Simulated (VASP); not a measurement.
# CdS (Greenockite) (P6_3mc) in VASP: settings compared, part 2 of 2

VASP 6.6.1. The steps go on from the part before.

## (10) Equation of state, PBE, 24.12 Å³/atom (volume scaled by 0.96)

Input file INCAR:

```
SYSTEM = CdS
ALGO = Normal ; EDIFF = 1E-7
ENCUT = 520 ; GGA = PE
ISIF = 2 ; ISMEAR = -1
LASPH = .True. ; LCHARG = .False.
LREAL = .False. ; LWAVE = .False.
NBANDS = 26 ; NELM = 100
PREC = Accurate ; SIGMA = 0.05
```

Input file KPOINTS:

```
k-points
0
Gamma
  7 7 4
  0 0 0
```

Input file POSCAR:

```
CdS
1.0
    4.0939120434      0.0000000000      0.0000000000
   -2.0469560217      3.5454318304      0.0000000000
    0.0000000000      0.0000000000      6.6459482979
Cd S
2 2
Direct
    0.6666666667      0.3333333333      0.5000000000
    0.3333333333      0.6666666667      0.0000000000
    0.6666666667      0.3333333333      0.8750000000
    0.3333333333      0.6666666667      0.3750000000
```

The run is started by

```
> cat potpaw_PBE.64/Cd/POTCAR potpaw_PBE.64/S/POTCAR > POTCAR
> mpirun -np 1 vasp_std > vasp.out
```

Wall time 42 s (1 thread of Intel Xeon Platinum 8559C (Emerald Rapids), shared host); peak memory 0.21 GiB.

It converged, with:

```
Free energy            : -12.1714 eV
Pressure               : 5.3 GPa
Largest force          : 0.078 eV/Å
Band gap on the k mesh : 1.30 eV, direct
```

## (11) Equation of state, PBE, 24.62 Å³/atom (volume scaled by 0.98)

Input file INCAR:

```
SYSTEM = CdS
PREC     = Accurate       ! precision mode
ENCUT    = 520            ! plane-wave cutoff, eV
EDIFF    = 1E-7           ! SCF threshold, eV
ISMEAR   = -1             ! smearing method
SIGMA    = 0.05           ! smearing width, eV
LREAL    = .FALSE.        ! projectors in reciprocal space
LASPH    = .TRUE.         ! aspherical terms in the spheres
NELM     = 60             ! most SCF steps
ALGO     = Normal         ! electronic algorithm
ISIF     = 2              ! what is computed and relaxed
LWAVE    = .FALSE.        ! write WAVECAR
LCHARG   = .FALSE.        ! write CHGCAR
GGA      = PE             ! functional
NBANDS   = 26             ! bands
```

Input file KPOINTS:

```
regular mesh
0
G
  7 7 4
  0 0 0
```

Input file POSCAR:

```
CdS
1.0
    4.1221468118      0.0000000000      0.0000000000
   -2.0610734059      3.5698838571      0.0000000000
    0.0000000000      0.0000000000      6.6917838725
Cd S
2 2
Direct
    0.6666666667      0.3333333333      0.5000000000
    0.3333333333      0.6666666667      0.0000000000
    0.6666666667      0.3333333333      0.8750000000
    0.3333333333      0.6666666667      0.3750000000
```

The run is started by

```
> cat potpaw_PBE.64/Cd/POTCAR potpaw_PBE.64/S/POTCAR > POTCAR
> mpirun -np 1 vasp_std > vasp.out
```

Wall time 37 s (1 thread of Intel Xeon Platinum 8559C (Emerald Rapids), shared host); peak memory 0.23 GiB.

It converged, with:

- Free energy: -12.2282 eV
- Pressure: 3.8 GPa
- Largest force: 0.073 eV/Å
- Band gap on the k mesh: 1.25 eV, direct

## (12) Equation of state, PBE, 25.62 Å³/atom (volume scaled by 1.02)

Input file INCAR:

```
SYSTEM = CdS
PREC = Accurate
ENCUT = 520
EDIFF = 1E-7
ISMEAR = -1
SIGMA = 0.05
LREAL = .FALSE.
LASPH = .TRUE.
NELM = 60
ALGO = Normal
ISIF = 2
LWAVE = .FALSE.
LCHARG = .FALSE.
GGA = PE
NBANDS = 26
```

KPOINTS is that of step 11.

Input file POSCAR:

```
CdS
1.0
    4.1774842447      0.0000000000      0.0000000000
   -2.0887421223      3.6178074798      0.0000000000
    0.0000000000      0.0000000000      6.7816171943
Cd S
2 2
Direct
    0.6666666667      0.3333333333      0.5000000000
    0.3333333333      0.6666666667      0.0000000000
    0.6666666667      0.3333333333      0.8750000000
    0.3333333333      0.6666666667      0.3750000000
```

Potentials or basis: VASP PAW PBE potentials, release 64 (Cd, S).

The run is started by

```
> cat potpaw_PBE.64/Cd/POTCAR potpaw_PBE.64/S/POTCAR > POTCAR
> mpirun -np 1 vasp_std > vasp.out
```

Wall time 38 s (1 thread of Intel Xeon Platinum 8559C (Emerald Rapids), shared host); peak memory 0.23 GiB.

It converged, with:

```yaml
Free_energy: -12.2900 eV
Pressure: 1.2 GPa
Largest_force: 0.065 eV/Å
Band_gap_on_the_k_mesh: 1.15 eV, direct
```

## (13) Equation of state, PBE, 26.13 Å³/atom (volume scaled by 1.04)

Input file INCAR:

```
  PREC = Accurate
  ENCUT = 520
  EDIFF = 1E-7
  ISMEAR = -1
  SIGMA = 0.05
  LREAL = False
  LASPH = True
  NELM = 100
  ALGO = Normal
  ISIF = 2
  LWAVE = False
  LCHARG = False
  GGA = PE
  NBANDS = 26
```

Input file KPOINTS:

```
Automatic mesh
0
Gamma
  7 7 4
```

Input file POSCAR:

```
CdS
1.0
    4.2046115259      0.0000000000      0.0000000000
   -2.1023057629      3.6413003944      0.0000000000
    0.0000000000      0.0000000000      6.8256549035
Cd S
2 2
Direct
    0.6666666667      0.3333333333      0.5000000000
    0.3333333333      0.6666666667      0.0000000000
    0.6666666667      0.3333333333      0.8750000000
    0.3333333333      0.6666666667      0.3750000000
```

The run is started by

```
> cat potpaw_PBE.64/Cd/POTCAR potpaw_PBE.64/S/POTCAR > POTCAR
> mpirun -np 1 vasp_std > vasp.out
```

Wall time 43 s (1 thread of Intel Xeon Platinum 8559C (Emerald Rapids), shared host); peak memory 0.24 GiB.

It converged, with:

```
Free energy            : -12.2984 eV
Pressure               : 0.1 GPa
Largest force          : 0.061 eV/Å
Band gap on the k mesh : 1.10 eV, direct
```

## (14) Equation of state, PBE, 26.63 Å³/atom (volume scaled by 1.06)

Input file INCAR:

```
PREC = Accurate ; ENCUT = 520
EDIFF = 1E-7 ; ISMEAR = -1
SIGMA = 0.05 ; LREAL = F
LASPH = T ; NELM = 100
ALGO = Normal ; ISIF = 2
LWAVE = F ; LCHARG = F
GGA = PE ; NBANDS = 26
```

KPOINTS is that of step 13.

Input file POSCAR:

```
CdS
1.0
    4.2313932131      0.0000000000      0.0000000000
   -2.1156966065      3.6644940159      0.0000000000
    0.0000000000      0.0000000000      6.8691315847
Cd S
2 2
Direct
    0.6666666667      0.3333333333      0.5000000000
    0.3333333333      0.6666666667      0.0000000000
    0.6666666667      0.3333333333      0.8750000000
    0.3333333333      0.6666666667      0.3750000000
```

The run is started by

```
> cat potpaw_PBE.64/Cd/POTCAR potpaw_PBE.64/S/POTCAR > POTCAR
> mpirun -np 1 vasp_std > vasp.out
```

Run time: 42 s. Hardware: 1 thread of Intel Xeon Platinum 8559C (Emerald Rapids), shared host; peak memory 0.24 GiB.

It converged, with:

```yaml
Free_energy: -12.2938 eV
Pressure: -0.9 GPa
Largest_force: 0.058 eV/Å
Band_gap_on_the_k_mesh: 1.06 eV, direct
```

## (15) Equation of state, PBE

Potentials or basis: VASP PAW PBE potentials, release 64 (Cd, S).

This step only gathers the single runs of the series.

Results:

```yaml
Equilibrium_volume: 26.19 Å³/atom
Bulk_modulus_at_fixed_shape_and_positions: 53 GPa
Pressure_derivative_of_the_bulk_modulus: 4.6
```

Energy against volume, from the lowest point:
| volume (Å³/atom) | energy (meV/atom) |
| --- | --- |
| 23.614 | 50.96 |
| 24.116 | 31.75 |
| 24.618 | 17.55 |
| 25.121 | 7.82 |
| 25.623 | 2.10 |
| 26.126 | 0.00 |
| 26.628 | 1.15 |

Caveat: the cell was scaled at fixed shape and fractional positions, which overstates the stiffness of a crystal with free parameters, most of all of layers and chains.
